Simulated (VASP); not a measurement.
# CoO (Fm-3m) in VASP: settings compared

The runs below take CoO through single point, with PBEsol+U, r2SCAN+U.

Everything below comes from runs of VASP 6.6.1. Logs are shortened: lines on timing, memory, paths and dates and some standing lists are left out, and cuts for length are marked.

### 1 The structure

It takes space group Fm-3m (No. 225, cubic). The conventional cell has a = 4.263 Å, b = 4.263 Å, c = 4.263 Å, α = 90.00°, β = 90.00°, γ = 90.00°. Around Co (site symmetry m-3m) lie 6 O at 2.13 Å. Around O (site symmetry m-3m) lie 6 Co at 2.13 Å.

### 2 Single point, PBEsol+U, collinear spin, ferromagnetic start

INCAR reads:

```
SYSTEM = CoO
PREC     = Accurate       ! precision mode
ENCUT    = 520            ! plane-wave cutoff, eV
EDIFF    = 1E-7           ! SCF threshold, eV
ISMEAR   = 0              ! smearing method
SIGMA    = 0.05           ! smearing width, eV
LREAL    = .False.        ! projectors in reciprocal space
LASPH    = .True.         ! aspherical terms in the spheres
NELM     = 120            ! most SCF steps
ALGO     = Normal         ! electronic algorithm
ISIF     = 2              ! what is computed and relaxed
LWAVE    = .False.        ! write WAVECAR
LCHARG   = .False.        ! write CHGCAR
ISPIN    = 2              ! spin polarisation
MAGMOM   = 2 0            ! initial moments
LORBIT   = 11             ! projections on sites
NUPDOWN  = 2              ! fixed moment
LMAXMIX  = 4              ! l up to which the mixer works
LDAU     = .True.         ! DFT+U
LDAUTYPE = 2            
LDAUL    = 2 -1           ! shell
LDAUU    = 7 0            ! U, eV
LDAUJ    = 0 0          
LDAUPRINT= 1            
GGA      = PS             ! functional
NBANDS   = 18             ! bands
```

KPOINTS reads:

```
Automatic mesh
0
Gamma
  8 8 8
  0 0 0
```

POSCAR reads:

```
CoO
1.0
    0.0000000000      2.1315016600      2.1315016600
    2.1315016600      0.0000000000      2.1315016600
    2.1315016600      2.1315016600      0.0000000000
Co O
1 1
Direct
    0.0000000000      0.0000000000      0.0000000000
    0.5000000000      0.5000000000      0.5000000000
```

Potentials or basis: VASP PAW PBE potentials, release 64 (Co, O).

Started as:

```sh
cat potpaw_PBE.64/Co/POTCAR potpaw_PBE.64/O/POTCAR > POTCAR
mpirun -np 1 vasp_std > vasp.out
```

OUTCAR:

```text
SYSTEM = CoO
   PREC = Accurate
   ENCUT = 520
   EDIFF = 1E-7
   ISMEAR = 0
   LREAL = .False.
   LASPH = .True.
   NELM = 120
   ISIF = 2
   ISPIN = 2
   LORBIT = 11
   NUPDOWN = 2
   GGA = PS

 ion  position               nearest neighbor table
   1  0.000  0.000  0.000-   2 2.13   2 2.13   2 2.13   2 2.13   2 2.13   2 2.13
   2  0.500  0.500  0.500-   1 2.13   1 2.13   1 2.13   1 2.13   1 2.13   1 2.13

  LATTYP: Found a face centered cubic cell.
 ALAT       =     4.2630033200

  Lattice vectors:

 A1 = (   0.0000000000,   2.1315016600,   2.1315016600)
 A2 = (   2.1315016600,   0.0000000000,   2.1315016600)
 A3 = (   2.1315016600,   2.1315016600,   0.0000000000)

Analysis of symmetry for initial positions (statically):
=====================================================================
 Subroutine PRICEL returns:
 Original cell was already a primitive cell.

 Routine SETGRP: Setting up the symmetry group for a
 face centered cubic supercell.

 Subroutine GETGRP returns: Found 48 space group operations
 (whereof 48 operations were pure point group operations)
 out of a pool of 48 trial point group operations.

The static configuration has the point symmetry O_h .

Analysis of symmetry for dynamics (positions and initial velocities):
=====================================================================
 Subroutine PRICEL returns:
 Original cell was already a primitive cell.

 Routine SETGRP: Setting up the symmetry group for a
 face centered cubic supercell.

 Subroutine GETGRP returns: Found 48 space group operations
 (whereof 48 operations were pure point group operations)
 out of a pool of 48 trial point group operations.

The dynamic configuration has the point symmetry O_h .

Analysis of structural, dynamic, and magnetic symmetry:
=====================================================================
 Subroutine PRICEL returns:
 Original cell was already a primitive cell.

 Routine SETGRP: Setting up the symmetry group for a
 face centered cubic supercell.

 Subroutine GETGRP returns: Found 48 space group operations
 (whereof 48 operations were pure point group operations)
 out of a pool of 48 trial point group operations.

The overall configuration has the point symmetry O_h .

 Subroutine INISYM returns: Found 48 space group operations
 (whereof 48 operations are pure point group operations),
 and found     1 'primitive' translations

----------------------------------------------------------------------------------------

                                     Primitive cell

  volume of cell :      19.3681

  direct lattice vectors                    reciprocal lattice vectors
     0.000000000  2.131501660  2.131501660    -0.234576407  0.234576407  0.234576407
     2.131501660  0.000000000  2.131501660     0.234576407 -0.234576407  0.234576407
     2.131501660  2.131501660  0.000000000     0.234576407  0.234576407 -0.234576407

  length of vectors
     3.014398556  3.014398556  3.014398556     0.406298254  0.406298254  0.406298254

  position of ions in fractional coordinates (direct lattice)
     0.000000000  0.000000000  0.000000000
     0.500000000  0.500000000  0.500000000

  ion indices of the primitive-cell ions
   primitive index   ion index
                 1           1
                 2           2

----------------------------------------------------------------------------------------

 KPOINTS: Automatic mesh

Automatic generation of k-mesh.
 Grid dimensions read from file:
 generate k-points for:    8    8    8

 Generating k-lattice:

  Cartesian coordinates                     Fractional coordinates (reciprocal lattice)
    -0.029322051  0.029322051  0.029322051     0.125000000  0.000000000  0.000000000
     0.029322051 -0.029322051  0.029322051     0.000000000  0.125000000  0.000000000
     0.029322051  0.029322051 -0.029322051     0.000000000  0.000000000  0.125000000

  Length of vectors
     0.050787282  0.050787282  0.050787282

  Shift w.r.t. Gamma in fractional coordinates (k-lattice)
     0.000000000  0.000000000  0.000000000

 Subroutine IBZKPT returns following result:
 ===========================================

 Found     29 irreducible k-points:

 Following reciprocal coordinates:
            Coordinates               Weight
  0.000000  0.000000  0.000000      1.000000
  0.125000  0.000000  0.000000      8.000000
  0.250000  0.000000  0.000000      8.000000
  0.375000  0.000000  0.000000      8.000000
  0.500000  0.000000  0.000000      4.000000
  0.125000  0.125000  0.000000      6.000000
[... 16 lines left out ...]
  0.500000  0.250000  0.125000     48.000000
 -0.375000  0.250000  0.125000     24.000000
 [... further k-points ...]
   k-points           NKPTS =     29   k-points in BZ     NKDIM =     29   number of bands    NBANDS=     18
   number of dos      NEDOS =    301   number of ions     NIONS =      2
   total plane-waves  NPLWV =  13824
   dimension x,y,z NGX =    24 NGY =   24 NGZ =   24
   dimension x,y,z NGXF=    48 NGYF=   48 NGZF=   48
   ions per type =               1   1
   NGX,Y,Z   is equivalent  to a cutoff of  13.24, 13.24, 13.24 a.u.
   NGXF,Y,Z  is equivalent  to a cutoff of  26.47, 26.47, 26.47 a.u.
 SYSTEM =  CoO
   PREC   = accura    normal or accurate (medium, high low for compatibility)
   ISTART =      0    job   : 0-new  1-cont  2-samecut
   ICHARG =      2    charge: 1-file 2-atom 10-const
   ISPIN  =      2    spin polarized calculation?
   LNONCOLLINEAR =      F non collinear calculations
   LSORBIT =      F    spin-orbit coupling
   LASPH  =      T    aspherical Exc in radial PAW
   ENCUT  =  520.0 eV  38.22 Ry    6.18 a.u.   5.60  5.60  5.60*2*pi/ulx,y,z
   NELM   =    120;   NELMIN=  2; NELMDL= -5     # of ELM steps
   EDIFF  = 0.1E-06   stopping-criterion for ELM
   LREAL  =      F    real-space projection
   EDIFFG = 0.1E-05   stopping-criterion for IOM
   NSW    =      0    number of steps for IOM
   IBRION =     -1    ionic relax: 0-MD 1-quasi-New 2-CG
   NFREE  =      0    steps in history (QN), initial steepest desc. (CG)
   ISIF   =      2    stress and relaxation
   ISYM   =      2    0-nonsym 1-usesym 2-fastsym
   POTIM  = 0.5000    time-step for ionic-motion
   TEBEG  =    0.0;   TEEND  =   0.0 temperature during run
   PSTRESS=    0.0 pullay stress
   NELECT =      15.0000    total number of electrons
   NUPDOWN=       2.0000    fix difference up-down
   EMIN   =  10.00;   EMAX   =-10.00  energy-range for DOS
   EFERMI =   0.00;   METHOD = LEGACY
   ISMEAR =     0;   SIGMA  =   0.05  broadening in eV -4-tet -1-fermi 0-gaus
   EFERMI_NEDOS =   21; number of points for ismear=-14 and -15
   IALGO  =     38    algorithm
   IMIX   =      4    mixing-type and parameters
     AMIX     =   0.40;   BMIX     =  1.00
     AMIX_MAG =   1.60;   BMIX_MAG =  1.00
  volume/ion in A,a.u.               =       9.68        65.35
  Fermi-wavevector in a.u.,A,eV,Ry     =   1.503406  2.841025 30.752286  2.260229
  Thomas-Fermi vector in A             =   2.614520
   LORBIT       =     11    0 simple, 1 ext, 2 COOP (PROOUT), +10 PAW based schemes
 LDA+U is selected, type is set to LDAUTYPE =  2
   angular momentum for each species LDAUL =     2   -1
   U (eV)           for each species LDAUU =   7.0  0.0
   J (eV)           for each species LDAUJ =   0.0  0.0
   GGA     = PS    functional components
   LHFCALC =     F    Hartree Fock is set to
   AEXX    =    0.0000 exact exchange contribution
   IVDW    =     0    specifies the selected vdW correction
   LEPSILON=     F    determine dielectric tensor
   LRPA    =     F    only Hartree local field effects (RPA)
 spin polarized calculation
 Gauss-broadening in eV      SIGMA  =   0.05
  energy-cutoff  :      520.00
  volume of cell :       19.37
 maximum number of plane-waves:       544
 NGX is ok and might be reduce to    24
   NGX = 11   NGY = 11   NGZ = 11

atom =   1  type =  1  l = 2

 onsite density matrix

spin component  1

  0.9740  0.0000  0.0000  0.0000 -0.0000
  0.0000  0.9740 -0.0000  0.0000  0.0000
  0.0000 -0.0000  0.9260 -0.0000 -0.0000
  0.0000  0.0000 -0.0000  0.9740 -0.0000
 -0.0000  0.0000 -0.0000 -0.0000  0.9260

spin component  2

  0.8190 -0.0000  0.0000 -0.0000 -0.0000
 -0.0000  0.8190  0.0000 -0.0000  0.0000
  0.0000  0.0000  0.0773 -0.0000  0.0000
 -0.0000 -0.0000 -0.0000  0.8190  0.0000
 -0.0000  0.0000  0.0000  0.0000  0.0773

 occupancies and eigenvectors

  o =  0.0773  v =  0.0000  0.0000  0.0000  0.0000  0.0000  0.0000 -0.0000 -1.0000  0.0000 -0.0081      0.0000  0.0000  0.0000  0.0000  0.0000  0.0000  0.0000  0.0000  0.0000  0.0000
  o =  0.0773  v =  0.0000  0.0000  0.0000  0.0000  0.0000  0.0000 -0.0000  0.0081  0.0000 -1.0000      0.0000  0.0000  0.0000  0.0000  0.0000  0.0000  0.0000  0.0000  0.0000  0.0000
  o =  0.8190  v =  0.0000  0.0000  0.0000  0.0000  0.0000  1.0000  0.0000  0.0000  0.0000  0.0000      0.0000  0.0000  0.0000  0.0000  0.0000  0.0000  0.0000  0.0000  0.0000  0.0000
  o =  0.8190  v =  0.0000  0.0000  0.0000  0.0000  0.0000  0.0000 -0.6984  0.0000  0.7157  0.0000      0.0000  0.0000  0.0000  0.0000  0.0000  0.0000  0.0000  0.0000  0.0000  0.0000
  o =  0.8190  v =  0.0000  0.0000  0.0000  0.0000  0.0000  0.0000  0.7157 -0.0000  0.6984  0.0000      0.0000  0.0000  0.0000  0.0000  0.0000  0.0000  0.0000  0.0000  0.0000  0.0000
  o =  0.9260  v =  0.0000  0.0000  0.0029 -0.0000  1.0000  0.0000  0.0000  0.0000  0.0000  0.0000      0.0000  0.0000  0.0000  0.0000  0.0000  0.0000  0.0000  0.0000  0.0000  0.0000
  o =  0.9260  v =  0.0000  0.0000  1.0000  0.0000 -0.0029  0.0000  0.0000  0.0000  0.0000  0.0000      0.0000  0.0000  0.0000  0.0000  0.0000  0.0000  0.0000  0.0000  0.0000  0.0000
  o =  0.9740  v =  0.0000  0.3827 -0.0000  0.9239  0.0000  0.0000  0.0000  0.0000  0.0000  0.0000      0.0000  0.0000  0.0000  0.0000  0.0000  0.0000  0.0000  0.0000  0.0000  0.0000
  o =  0.9740  v =  0.0000 -0.9239  0.0000  0.3827  0.0000  0.0000  0.0000  0.0000  0.0000  0.0000      0.0000  0.0000  0.0000  0.0000  0.0000  0.0000  0.0000  0.0000  0.0000  0.0000
  o =  0.9740  v =  1.0000  0.0000  0.0000  0.0000  0.0000  0.0000  0.0000  0.0000  0.0000  0.0000      0.0000  0.0000  0.0000  0.0000  0.0000  0.0000  0.0000  0.0000  0.0000  0.0000

 number of electron      15.0000008 magnetization       2.0000000

 Free energy of the ion-electron system (eV)
  ---------------------------------------------------
  ext. energy  EPLUGINS =         0.00000000
  ---------------------------------------------------
  free energy    TOTEN  =       -10.33295726 eV

  energy without entropy =      -10.32401457  energy(sigma->0) =      -10.32848592

 E-fermi :   6.1570     XC(G=0): -12.5916

 val. band max:        6.1528575021   @ k =   0.3750   0.2500   0.0000
 cond. band min:       6.1571700833   @ k =   0.3750   0.3750   0.0000
 fundamental gap:      0.0043125812
 Fermi energy:         6.1109104615

 spin component 1

 k-point     1 :       0.0000    0.0000    0.0000
  band No.  band energies     occupation
      1     -12.4019      1.00000
      2       2.2831      1.00000
      3       2.2831      1.00000
      4       2.4205      1.00000
      5       2.4206      1.00000
      6       2.4206      1.00000
[... 10 lines left out ...]
     17      29.2398      0.00000
[... 977 lines left out ...]
      4       3.0466      1.00000
      5       5.8322      1.00000
      6       5.8770      1.00000
[... 10 lines left out ...]
     17      35.8229      0.00000
     18      37.6065      0.00000

 [... further k-points ...]

------------------------ aborting loop because EDIFF is reached ----------------------------------------

  FORCE on cell =-STRESS in cart. coord.  units (eV):
  Direction    XX          YY          ZZ          XY          YZ          ZX
  --------------------------------------------------------------------------------------
  -------------------------------------------------------------------------------------
  Total       -1.7414280     -1.7414280     -1.7414280     -0.0000000     -0.0000000      0.0000000
  in kB     -144.0552444   -144.0552444   -144.0552444     -0.0000000     -0.0000000      0.0000000
  external PRESSURE =    -144.0552444 kB  Pullay stress =       0.0000000 kB

 VOLUME and BASIS-vectors are now :
 -----------------------------------------------------------------------------
  energy-cutoff  :      520.00
  volume of cell :       19.37
      direct lattice vectors                 reciprocal lattice vectors
     0.000000000  2.131501660  2.131501660    -0.234576407  0.234576407  0.234576407
     2.131501660  0.000000000  2.131501660     0.234576407 -0.234576407  0.234576407
     2.131501660  2.131501660  0.000000000     0.234576407  0.234576407 -0.234576407

 POSITION                                       TOTAL-FORCE (eV/Angst)
 -----------------------------------------------------------------------------------
      0.00000      0.00000      0.00000         0.000000      0.000000      0.000000
      2.13150      2.13150      2.13150         0.000000      0.000000      0.000000
 -----------------------------------------------------------------------------------
    total drift:                                0.000000     -0.000000     -0.000000

  FREE ENERGIE OF THE ION-ELECTRON SYSTEM (eV)
  ---------------------------------------------------
  free  energy   TOTEN  =       -10.3329572597 eV

  energy  without entropy=      -10.3240145724  energy(sigma->0) =      -10.32848592

 total charge

# of ion       s       p       d       tot
------------------------------------------
    1        0.282   0.341   7.357   7.980
    2        1.557   3.367   0.000   4.923
--------------------------------------------------
tot          1.839   3.708   7.357  12.903

 magnetization (x)

# of ion       s       p       d       tot
------------------------------------------
    1        0.025   0.016   2.159   2.200
    2        0.011  -0.163   0.000  -0.153
--------------------------------------------------
tot          0.035  -0.147   2.159   2.047
```

Wall time 9 s (1 thread of Intel Xeon 6975P-C (Granite Rapids), shared host); peak memory 0.15 GiB.

What came out:

```
Free energy                                           : -10.3330 eV
Pressure                                              : -14.4 GPa
Net moment                                            : 2.00 μB per cell
Site moments                                          : Co +2.20; O -0.15 μB
Valence electrons inside the program's atomic spheres : Co 7.98; O 4.92
```

Eigenvalues of the final occupation matrices:
| site | spin | trace | eigenvalues |
| --- | --- | --- | --- |
| site 1 d | 1 | 4.77 | 0.93 0.93 0.97 0.97 0.97 |
| site 1 d | 2 | 2.61 | 0.08 0.08 0.82 0.82 0.82 |

Caveat: the PAW data sets were made with another functional, which shifts forces and pressure a little; the total moment is fixed, so each spin has its own Fermi level; a cell with one magnetic atom can't hold antiferromagnetic order, which such compounds often take.

### 3 Single point, r2SCAN+U, collinear spin, ferromagnetic start

INCAR reads:

```
SYSTEM = CoO
  ALGO = Normal
  EDIFF = 1E-7
  ENCUT = 520
  ISIF = 2
  ISMEAR = 0
  ISPIN = 2
  LASPH = .TRUE.
  LCHARG = .FALSE.
  LDAU = .TRUE.
  LDAUJ = 0 0
  LDAUL = 2 -1
  LDAUPRINT = 1
  LDAUTYPE = 2
  LDAUU = 3 0
  LMAXMIX = 4
  LMIXTAU = .TRUE.
  LORBIT = 11
  LREAL = .FALSE.
  LWAVE = .FALSE.
  MAGMOM = 2 0
  METAGGA = R2SCAN
  NELM = 100
  PREC = Accurate
  SIGMA = 0.05
```

KPOINTS reads:

```
k-points
0
G
  8 8 8
  0 0 0
```

POSCAR is that of step 2.

Potentials or basis: VASP PAW PBE potentials, release 64 (Co, O).

Started as:

```sh
cat potpaw_PBE.64/Co/POTCAR potpaw_PBE.64/O/POTCAR > POTCAR
mpirun -np 1 vasp_std > vasp.out
```

Run time: 98 s. Hardware: 1 thread of Intel Xeon Platinum 8375C at 2.90GHz (Ice Lake), shared host; peak memory 0.16 GiB.

It converged, with:

- Free energy: -19.5468 eV
- Pressure: -7.6 GPa
- Band gap on the k mesh: none (metal or under the smearing width)
- Net moment: 3.00 μB per cell
- Site moments: Co +2.78; O +0.23 μB
- Valence electrons inside the program's atomic spheres: Co 7.78; O 5.04

Levels at points of the mesh, in eV from the Fermi level:
Spin up:
```
           k point  band 6  band 7  band 8  band 9  band 10  band 11  band 12
(0.00, 0.00, 0.00)   -4.54   -2.68   -2.68   -2.68     1.88    18.00    18.26
(0.50, 0.00, 0.00)   -3.96   -3.00   -0.50   -0.50     6.06    10.47    14.55
(0.50, 0.50, 0.00)   -3.93   -3.93   -3.67   -3.67     6.78    11.10    11.75
```
Spin down:
```
           k point  band 2  band 3  band 4  band 5  band 6  band 7  band 8  band 9  band 10  band 11
(0.00, 0.00, 0.00)   -2.09   -2.09   -2.09   -1.14   -1.14   -1.14    2.63    2.68     2.68    18.30
(0.50, 0.00, 0.00)   -7.27   -3.85   -3.85   -0.09   -0.09    0.21    5.05    5.06     6.49    11.56
(0.50, 0.50, 0.00)   -6.02   -3.40   -3.40   -2.16    0.03    0.03    3.21    3.61     7.95    11.78
```

Eigenvalues of the final occupation matrices:
```
    site  spin  trace               eigenvalues
site 1 d     1   4.93  0.97 0.97 0.97 1.01 1.01
site 1 d     2   2.20  0.12 0.12 0.66 0.66 0.66
```

Caveat: the PAW data sets were made with another functional, which shifts forces and pressure a little; a cell with one magnetic atom can't hold antiferromagnetic order, which such compounds often take. The state reached can hang on the start; a lower one may exist.
